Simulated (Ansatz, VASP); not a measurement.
# Cross-check of GaAs between VASP and Ansatz, part 2 of 2

One calculation is typed for both programs; each brings its own data sets and cutoff. How far apart do they land?

VASP 6.6.1 and Ansatz 0.2.0.

So far. Step 3 (VASP: band structure, LDA): Spin-orbit coupling is off here; it would split degenerate levels, and it lifts a valence top of As p states by about 0.1 eV. The PAW data sets were made with PBE, though LDA sets exist; this is a small mismatch. Step 4 (Side by side): Among the levels compared at these points, filled levels agree within 21 meV and empty ones within 56 meV.

## Step 5: VASP: band structure, r2SCAN

Level of this step: r2SCAN; plane waves and PAW (Ga_d, As) (VASP).

Levels along a path test the potential and the projectors away from the mesh points.

INCAR reads:

```
SYSTEM = GaAs
PREC = Accurate
ENCUT = 400
EDIFF = 1E-06
NELM = 100
ISMEAR = 0
SIGMA = 0.02
LREAL = .FALSE.
ALGO = Normal
METAGGA = R2SCAN
LASPH = .TRUE.
NBANDS = 21
LORBIT = 11
LWAVE = .FALSE.
LCHARG = .FALSE.
KPAR = 4
```

POSCAR reads:

```
GaAs
1.0
    0.0000000000      2.8268500000      2.8268500000
    2.8268500000      0.0000000000      2.8268500000
    2.8268500000      2.8268500000      0.0000000000
Ga As
1 1
Direct
    0.0000000000      0.0000000000      0.0000000000
    0.2500000000      0.2500000000      0.2500000000
```

KPOINTS reads:

```
Automatic mesh
0
Gamma
4 4 4
0 0 0
```

KPOINTS_OPT reads:

```
Line mode
16
Line-mode
Reciprocal
  0.00000000   0.00000000   0.00000000 GAMMA
  0.50000000   0.00000000   0.50000000 X

  0.50000000   0.00000000   0.50000000 X
  0.50000000   0.25000000   0.75000000 W

  0.50000000   0.25000000   0.75000000 W
  0.37500000   0.37500000   0.75000000 K

  0.37500000   0.37500000   0.75000000 K
  0.00000000   0.00000000   0.00000000 GAMMA

  0.00000000   0.00000000   0.00000000 GAMMA
  0.50000000   0.50000000   0.50000000 L

  0.50000000   0.50000000   0.50000000 L
  0.62500000   0.25000000   0.62500000 U

  0.62500000   0.25000000   0.62500000 U
  0.50000000   0.25000000   0.75000000 W

  0.50000000   0.25000000   0.75000000 W
  0.50000000   0.50000000   0.50000000 L

  0.50000000   0.50000000   0.50000000 L
  0.37500000   0.37500000   0.75000000 K

  0.62500000   0.25000000   0.62500000 U
  0.50000000   0.00000000   0.50000000 X
```

The projector-augmented-wave data sets are Ga_d and As (PBE family, release 64).

Command:

```console
$ mpirun -np 4 vasp_std
```

Numbers of over 12 decimals in the logs are rounded to 6 here.

Log:

```text
[banner, memory and clock lines left out]
running    4 mpi-ranks, on    1 nodes
[...]
[... a notice as in an earlier step ...]

 LDA part: xc-table for (None), standard interpolation
 POSCAR, INCAR and KPOINTS ok, starting setup
[...]
entering main loop
       N       E                     dE             d eps       ncg     rms          rms(c)
DAV:   1     0.835764214947E+02    0.83576E+02   -0.72993E+03   356   0.104E+03
DAV:   2    -0.182364860483E+02   -0.10181E+03   -0.93135E+02   359   0.285E+02
DAV:   3    -0.287968358883E+02   -0.10560E+02   -0.10479E+02   376   0.666E+01
DAV:   4    -0.289789077284E+02   -0.18207E+00   -0.18199E+00   414   0.925E+00
[...]
DAV:  12    -0.268913722142E+02   -0.17633E-05   -0.78565E-07   279   0.130E-02    0.833E-04
DAV:  13    -0.268913743313E+02   -0.21171E-05   -0.10316E-07   243   0.256E-03    0.295E-04
DAV:  14    -0.268913745479E+02   -0.21656E-06   -0.25552E-08   213   0.213E-03
   1 F= -.26891375E+02 E0= -.26891375E+02  d E =-.301145E-23
 Start KPOINTS_OPT (optional k-point list driver)
k-point batch [1-8\160]
       N       E                     dE             ncg
DAV:   1    -0.384684584327E+02   -0.80947E+03      351
DAV:   2    -0.856048751760E+03   -0.81758E+03      371
DAV:   3    -0.940250942769E+03   -0.84202E+02      366
DAV:   4    -0.941803192867E+03   -0.15523E+01      401
DAV:   5    -0.941819104901E+03   -0.15912E-01      402
DAV:   6    -0.941819485079E+03   -0.38018E-03      405
DAV:   7    -0.941819497946E+03   -0.12867E-04      386
DAV:   8    -0.941819498457E+03   -0.51126E-06      311
[...]
k-point batch [153-160\160]
       N       E                     dE             ncg
DAV:   1    -0.172920963418E+03   -0.48541E+04      377
DAV:   2    -0.976568192993E+03   -0.80365E+03      346
DAV:   3    -0.105573943119E+04   -0.79171E+02      428
DAV:   4    -0.105713690140E+04   -0.13975E+01      419
DAV:   5    -0.105715059501E+04   -0.13694E-01      382
DAV:   6    -0.105715108672E+04   -0.49172E-03      491
DAV:   7    -0.105715109276E+04   -0.60309E-05      394
DAV:   8    -0.105715109300E+04   -0.24136E-06      302
```

From OUTCAR (step 5):

```text
  Total        0.1916152      0.1916152      0.1916152     -0.0000000      0.0000000     -0.0000000
  in kB        6.7951988      6.7951988      6.7951988     -0.0000000      0.0000000     -0.0000000
  external PRESSURE =       6.7951988 kB  Pullay stress =       0.0000000 kB

 POSITION                                       TOTAL-FORCE (eV/Angst)
 -----------------------------------------------------------------------------------
      0.00000      0.00000      0.00000        -0.000000     -0.000000     -0.000000
      1.41342      1.41342      1.41342         0.000000      0.000000      0.000000
 -----------------------------------------------------------------------------------
    total drift:                               -0.000013     -0.000013     -0.000013

  FREE ENERGIE OF THE ION-ELECTRON SYSTEM (eV)
  ---------------------------------------------------
  free  energy   TOTEN  =       -26.8913745479 eV

  energy  without entropy=      -26.8913745479  energy(sigma->0) =      -26.89137455

[... 2 parts as in an earlier step ...]

[... 1 further part left out ...]
[key lines of the parts left out:]
E-fermi :   3.8570
```

The run ends at a pressure of 0.68 GPa.

## Step 6: Ansatz: band structure, r2SCAN

The same cell, functional, mesh and smearing now go to Ansatz, which takes its cutoff from its data sets.

input.yaml reads:

```yaml
crystal:
  lattice:
    - [0.0, 2.82685, 2.82685]
    - [2.82685, 0.0, 2.82685]
    - [2.82685, 2.82685, 0.0]
  atoms:
    - { symbol: Ga, position: [0.0, 0.0, 0.0] }
    - { symbol: As, position: [0.25, 0.25, 0.25] }
hamiltonian:
  xc: r2scan
  pseudopotentials: { kind: paw }
kpoints:
  mp_grid: { grid: [4, 4, 4] }
  band_path:
    path:
      - [0.0, 0.0, 0.0]
      - [0.16667, 0.0, 0.16667]
      - [0.33333, 0.0, 0.33333]
      - [0.5, 0.0, 0.5]
      - [0.5, 0.08333, 0.58333]
      - [0.5, 0.18333, 0.68333]
      - [0.5, 0.25, 0.75]
      - [0.45, 0.3, 0.75]
      - [0.40833, 0.34167, 0.75]
      - [0.35, 0.35, 0.7]
      - [0.225, 0.225, 0.45]
      - [0.075, 0.075, 0.15]
      - [0.03333, 0.03333, 0.03333]
      - [0.23333, 0.23333, 0.23333]
      - [0.4, 0.4, 0.4]
      - [0.51667, 0.46667, 0.51667]
      - [0.55833, 0.38333, 0.55833]
      - [0.60833, 0.28333, 0.60833]
      - [0.60833, 0.25, 0.64167]
      - [0.55833, 0.25, 0.69167]
      - [0.51667, 0.25, 0.73333]
      - [0.5, 0.3, 0.7]
      - [0.5, 0.38333, 0.61667]
      - [0.5, 0.48333, 0.51667]
      - [0.475, 0.475, 0.55]
      - [0.425, 0.425, 0.65]
      - [0.38333, 0.38333, 0.73333]
      - [0.59167, 0.18333, 0.59167]
      - [0.55, 0.1, 0.55]
      - [0.5, 0.0, 0.5]
    npoints: 1
scf:
  occupations: { method: gaussian, width: 0.02 }
  n_extra_bands: 7
output:
  forces: true
  stress: true
  eigenvalues: true
```

Command:

```console
$ ansatz run input.yaml --threads 2 --pin off --max-ram 4608MiB --backend cpu --events-out ev --progress --plain --runs-dir out
```

Log:

```text
[...]
Crystal: 2 atoms, lattice volume = 45.179 Å³
Basis set: ecut = 500 eV, 1139 PW (Γ), exchange–correlation on 120×120×120 points (64 copies of the dense FFT grid, shifted against one another)
Bands: 21, of which v1, the nominal top of the filled ones, is band 14 counted from 1 (13 counted from 0)
Symmetry: 24 space group operations
[...]
k-point 0: bands = [... 10 lower, -5.2281, 7.9777, 7.9777, 7.9777, 8.9880, 12.0044, 12.0044, 12.0044, ... 3 higher]
  k-point 1: bands = [... 10 lower, -4.4989, 3.7802, 7.2742, 7.2742, 9.7984, 12.9092, 12.9092, 14.4319, ... 3 higher]
  k-point 2: bands = [... 10 lower, -3.3715, 1.1512, 6.7888, 6.7888, 9.3356, 12.9499, 12.9499, 16.2431, ... 3 higher]
  k-point 7: bands = [... 10 lower, -2.5315, 1.1714, 4.3256, 4.5311, 13.0009, 13.0259, 13.8741, 14.4439, ... 3 higher]
[key lines of the parts left out:]
SCF converged after 7 iterations
Free energy (F): -8655.595896 eV
Fermi energy:    8.483046 eV
P = ⅓ Tr σ = 0.7693 GPa (7.693 kbar)
```

Run time: 2 s. Hardware: 2 threads of Arm Neoverse V2, shared host; peak memory 0.4 GiB; 3.7 s of CPU time.

## Step 7: Comparison

What differs besides the data sets and the points named for the pairs above, as far as they apply: VASP keeps PBE cores, Ansatz makes them for the functional; the cutoff is 500 eV in Ansatz and 400 eV in VASP. Total energies have different zeros and are not compared.

Both answers:

```csv
quantity,Ansatz,VASP,difference
pressure (GPa),0.77,0.68,+0.09
gap over the path points (eV),1.010,0.991,+0.020
```

Levels at points of the path, from each program's valence-band top (eV; 3 filled, then empty):

```csv
k (reciprocal lattice),Ansatz,VASP
0.000 0.000 0.000,0.00 0.00 0.00 1.01 4.03 4.03,0.00 0.00 0.00 0.99 4.02 4.02
0.167 0.000 0.167,-2.66 -1.05 -1.05 2.80 3.54 5.65,-2.67 -1.05 -1.05 2.79 3.52 5.64
0.333 0.000 0.333,-5.46 -2.31 -2.31 1.84 2.97 8.56,-5.46 -2.31 -2.31 1.83 2.96 8.54
0.500 0.000 0.500,-7.00 -2.78 -2.78 1.74 1.94 10.87,-7.01 -2.78 -2.78 1.73 1.93 10.85
0.500 0.083 0.583,-6.96 -3.03 -2.98 2.27 2.48 9.75,-6.97 -3.03 -2.98 2.26 2.47 9.73
0.500 0.183 0.683,-6.84 -3.52 -3.35 3.92 4.10 7.21,-6.85 -3.52 -3.35 3.91 4.09 7.20
0.500 0.250 0.750,-6.81 -3.65 -3.45 5.02 5.05 5.90,-6.82 -3.65 -3.45 5.01 5.04 5.88
0.450 0.300 0.750,-6.80 -3.83 -3.03 3.64 5.11 6.81,-6.81 -3.83 -3.03 3.63 5.10 6.79
0.408 0.342 0.750,-6.80 -3.95 -2.53 2.57 5.04 7.90,-6.81 -3.95 -2.53 2.56 5.03 7.89
0.350 0.350 0.700,-6.71 -4.09 -2.17 2.43 5.89 8.01,-6.72 -4.09 -2.17 2.42 5.88 8.00
```

Among the levels compared at these points, filled levels agree within 9 meV and empty ones within 21 meV. Ansatz's pressure holds a Pulay correction of 0.04 GPa; VASP's holds none.

## Step 8: Ansatz: band structure, PBE, spin-orbit coupling

The same path points are solved in both programs, so levels can be compared one by one.

input.yaml, as its differences from that of step 6:

```diff
@@ -9,6 +9,9 @@
 hamiltonian:
-  xc: r2scan
-  pseudopotentials: { kind: paw }
+  xc: pbe
+  pseudopotentials: { kind: paw_fr }
+magnetization:
+  noncollinear: true
+  spin_orbit: true
 kpoints:
-  mp_grid: { grid: [4, 4, 4] }
+  mp_grid: { grid: [7, 7, 7] }
   band_path:
@@ -48,3 +51,3 @@
   occupations: { method: gaussian, width: 0.02 }
-  n_extra_bands: 7
+  n_extra_bands: 14
 output:
```

Log:

```text
[...]
non-collinear run that drives no moment, with spin-orbit: no starting moment large enough to seed its density (crystal.atoms[].spin), no starting occupations that ask for one, no magnetisation constraint and no magnetic field, so the semilocal B_xc is pinned to zero
Crystal: 2 atoms, lattice volume = 45.179 Å³
[...]
k-point 1: bands = [... 24 lower, 7.7815, 7.7815, 7.9945, 7.9976, 9.8151, 9.8151, 12.2888, 12.2888, ... 10 higher]
  k-point 2: bands = [... 24 lower, 7.2866, 7.2866, 7.4936, 7.4968, 9.5330, 9.5330, 12.8000, 12.8000, ... 10 higher]
  k-point 19: bands = [... 24 lower, 4.3433, 4.4119, 5.4058, 5.4317, 11.4757, 11.5159, 13.3448, 13.4601, ... 10 higher]
[key lines of the parts left out:]
SCF converged after 8 iterations
Magnetization: |M| = 0.0000 μB,  M = (+0.0000, +0.0000, +0.0000) μB
Free energy (F): -8640.035953 eV
Fermi energy:    8.499677 eV
P = ⅓ Tr σ = 3.2524 GPa (32.524 kbar)
```

The job ended after 6.8 s (2 threads; peak memory 0.48 GiB; 13 s of CPU time).

## Step 9: VASP: band structure, PBE, spin-orbit coupling

The same cell, functional, mesh and smearing now go to VASP, with its own data sets and cutoff.

INCAR, as its differences from that of step 5:

```diff
@@ -9,5 +9,9 @@
 ALGO = Normal
-METAGGA = R2SCAN
+GGA = PE
+LNONCOLLINEAR = .TRUE.
+MAGMOM = 0 0 0 0 0 0
+NBANDS = 30
+GGA_COMPAT = .FALSE.
 LASPH = .TRUE.
-NBANDS = 21
+LSORBIT = .TRUE.
 LORBIT = 11
```

POSCAR is that of step 5.

KPOINTS reads:

```
Automatic mesh
0
Gamma
7 7 7
0 0 0
```

KPOINTS_OPT is that of step 5.

Command:

```console
$ mpirun -np 4 vasp_ncl
```

Log:

```text
[banner, memory and clock lines left out]
running    4 mpi-ranks, on    1 nodes
[...]
LDA part: xc-table for (Slater+PW92), standard interpolation
 POSCAR, INCAR and KPOINTS ok, starting setup
[...]
entering main loop
       N       E                     dE             d eps       ncg     rms          rms(c)
DAV:   1     0.117830205186E+03    0.11783E+03   -0.72841E+03  1994   0.146E+03
DAV:   2     0.667629543621E+01   -0.11115E+03   -0.10517E+03  1894   0.386E+02
DAV:   3    -0.795384996273E+01   -0.14630E+02   -0.14444E+02  2158   0.105E+02
DAV:   4    -0.841135975018E+01   -0.45751E+00   -0.45676E+00  2116   0.205E+01
[...]
DAV:  11    -0.825785551354E+01   -0.44963E-04   -0.42519E-05  2112   0.785E-02    0.140E-02
DAV:  12    -0.825787334306E+01   -0.17830E-04   -0.30643E-05  1992   0.351E-02    0.472E-03
DAV:  13    -0.825787337098E+01   -0.27921E-07   -0.40045E-07  1774   0.521E-03
   1 F= -.82578734E+01 E0= -.82578734E+01  d E =-.129567E-23  mag=    -0.0000    -0.0000     0.0000
 Start KPOINTS_OPT (optional k-point list driver)
k-point batch [1-30\160]
       N       E                     dE             ncg
DAV:   1     0.281252363840E+03   -0.11731E+05     1976
DAV:   2    -0.308926636155E+04   -0.33705E+04     1856
DAV:   3    -0.353368521811E+04   -0.44442E+03     2214
DAV:   4    -0.354650188092E+04   -0.12817E+02     2150
DAV:   5    -0.354671121476E+04   -0.20933E+00     2206
DAV:   6    -0.354672029658E+04   -0.90818E-02     2652
DAV:   7    -0.354672042571E+04   -0.12913E-03     2316
DAV:   8    -0.354672042749E+04   -0.17854E-05     1816
DAV:   9    -0.354672042765E+04   -0.15223E-06     1462
[...]
k-point batch [151-160\160]
       N       E                     dE             ncg
DAV:   1     0.106275568831E+05   -0.55640E+04      660
DAV:   2     0.952929243733E+04   -0.10983E+04      638
DAV:   3     0.938677309505E+04   -0.14252E+03      770
DAV:   4     0.938304590792E+04   -0.37272E+01      768
DAV:   5     0.938299018622E+04   -0.55722E-01      704
DAV:   6     0.938298788410E+04   -0.23021E-02      984
DAV:   7     0.938298785627E+04   -0.27827E-04      738
DAV:   8     0.938298785608E+04   -0.19443E-06      680
```

From OUTCAR (step 9):

```text
  Total        0.9114128      0.9114128      0.9114128     -0.0000000      0.0000000      0.0000000
  in kB       32.3211949     32.3211949     32.3211949     -0.0000000      0.0000000      0.0000000
  external PRESSURE =      32.3211949 kB  Pullay stress =       0.0000000 kB

 POSITION                                       TOTAL-FORCE (eV/Angst)
 -----------------------------------------------------------------------------------
      0.00000      0.00000      0.00000         0.000000      0.000000      0.000000
      1.41342      1.41342      1.41342        -0.000000     -0.000000     -0.000000
 -----------------------------------------------------------------------------------
    total drift:                                0.000000      0.000000      0.000000

  FREE ENERGIE OF THE ION-ELECTRON SYSTEM (eV)
  ---------------------------------------------------
  free  energy   TOTEN  =        -8.2578733710 eV

  energy  without entropy=       -8.2578733710  energy(sigma->0) =       -8.25787337

 magnetization (x)
# of ion       s       p       d       tot
------------------------------------------
    1        0.000  -0.000   0.000  -0.000
    2       -0.000  -0.000  -0.000  -0.000
--------------------------------------------------
tot         -0.000  -0.000  -0.000  -0.000

 magnetization (y)
# of ion       s       p       d       tot
------------------------------------------
    1        0.000   0.000   0.000   0.000
    2       -0.000  -0.000  -0.000  -0.000
--------------------------------------------------
tot         -0.000   0.000  -0.000   0.000

 magnetization (z)
# of ion       s       p       d       tot
------------------------------------------
    1       -0.000  -0.000  -0.000  -0.000
    2       -0.000   0.000  -0.000   0.000
--------------------------------------------------
tot         -0.000   0.000  -0.000   0.000

[... 1 part as in an earlier step ...]

[... 2 further parts left out ...]
[key lines of the parts left out:]
E-fermi :   4.1784
```

At this level the cell is under a pressure of 3.2 GPa, so at these settings it is away from equilibrium.

## Step 10: Side by side

What differs besides the data sets and the points named for the pairs above, as far as they apply: spin-orbit coupling enters by fully relativistic files in Ansatz and inside the spheres in VASP; the data sets hold 28 valence electrons in Ansatz (fully relativistic PAW (standard-fr) files) and 18 in VASP. Total energies have different zeros and are not compared.

Compared:

```csv
quantity,Ansatz,VASP,difference
pressure (GPa),3.25,3.23,+0.02
gap over the path points (eV),0.407,0.411,-0.004
```

Levels at points of the path, from each program's valence-band top (eV; 6 filled, then empty):

```csv
k (reciprocal lattice),Ansatz,VASP
0.000 0.000 0.000,-0.34 -0.34 0.00 0.00 0.00 0.00 0.41 0.41 3.50 3.50 3.69 3.69,-0.33 -0.33 0.00 0.00 0.00 0.00 0.41 0.41 3.49 3.49 3.68 3.68
0.167 0.000 0.167,-2.82 -2.82 -1.19 -1.19 -1.05 -1.05 2.41 2.41 3.01 3.01 5.16 5.16,-2.82 -2.82 -1.19 -1.19 -1.06 -1.06 2.40 2.40 3.01 3.01 5.15 5.15
0.333 0.000 0.333,-5.46 -5.46 -2.38 -2.38 -2.29 -2.29 1.47 1.47 2.54 2.54 7.88 7.88,-5.47 -5.47 -2.38 -2.38 -2.29 -2.29 1.46 1.46 2.53 2.53 7.87 7.87
0.500 0.000 0.500,-6.92 -6.92 -2.83 -2.83 -2.75 -2.75 1.36 1.36 1.55 1.55 10.02 10.02,-6.93 -6.93 -2.83 -2.83 -2.75 -2.75 1.35 1.35 1.54 1.54 10.02 10.02
0.500 0.083 0.583,-6.89 -6.87 -3.09 -3.02 -2.97 -2.95 1.86 1.89 2.05 2.10 8.96 9.03,-6.90 -6.88 -3.09 -3.02 -2.98 -2.95 1.86 1.89 2.05 2.10 8.96 9.03
0.500 0.183 0.683,-6.79 -6.75 -3.58 -3.47 -3.37 -3.33 3.46 3.50 3.60 3.69 6.57 6.63,-6.80 -6.75 -3.58 -3.47 -3.37 -3.34 3.45 3.50 3.59 3.68 6.56 6.63
0.500 0.250 0.750,-6.76 -6.71 -3.71 -3.59 -3.46 -3.43 4.40 4.59 4.61 4.65 5.25 5.35,-6.77 -6.72 -3.71 -3.59 -3.47 -3.43 4.40 4.58 4.61 4.64 5.25 5.35
0.450 0.300 0.750,-6.76 -6.70 -3.86 -3.79 -3.05 -3.03 3.18 3.22 4.58 4.66 6.19 6.25,-6.76 -6.71 -3.86 -3.79 -3.06 -3.03 3.18 3.21 4.57 4.65 6.19 6.24
0.408 0.342 0.750,-6.76 -6.71 -3.97 -3.91 -2.55 -2.54 2.16 2.17 4.52 4.58 7.25 7.30,-6.76 -6.72 -3.97 -3.91 -2.56 -2.54 2.15 2.17 4.51 4.58 7.24 7.29
0.350 0.350 0.700,-6.67 -6.62 -4.10 -4.04 -2.19 -2.19 2.02 2.02 5.31 5.41 7.39 7.41,-6.68 -6.62 -4.11 -4.04 -2.20 -2.19 2.01 2.02 5.31 5.41 7.38 7.40
```

Among the levels compared at these points, filled levels agree within 9 meV and empty ones within 11 meV. Ansatz's pressure holds a Pulay correction of 0.03 GPa; VASP's holds none.

## Step 11: Results

* difference in gap over the path points (band structure, LDA): -0.056 eV
* difference in gap over the path points (band structure, r2SCAN): 0.020 eV
* difference in gap over the path points (band structure, PBE, spin-orbit coupling): -0.0043 eV

**Reading.** The difference in gap over the path points is -0.056 eV (band structure, LDA), within the 0.08 eV picked in this series as the mark of a large difference. 1 further run of this series is not shown here. How closely two codes agree says nothing of how well the functional describes the real material.

[Lines on the potential files, build, host, timing and source positions are cut from VASP's logs without a mark.]

[Logs are printed without paths, hosts, clocks, repeated set-up lines and the standing remarks that a program may print on its own settings, such as how far it seeks lower states.]

[Hosts, paths, dates, database ids (printed as entryN), source tags and the programs' standing remarks are cut or masked in the printed files.]

[VASP's PBE data sets in a run with another functional are called a small mismatch above; for pressures it isn't always small: they can move by 1 GPa and more.]
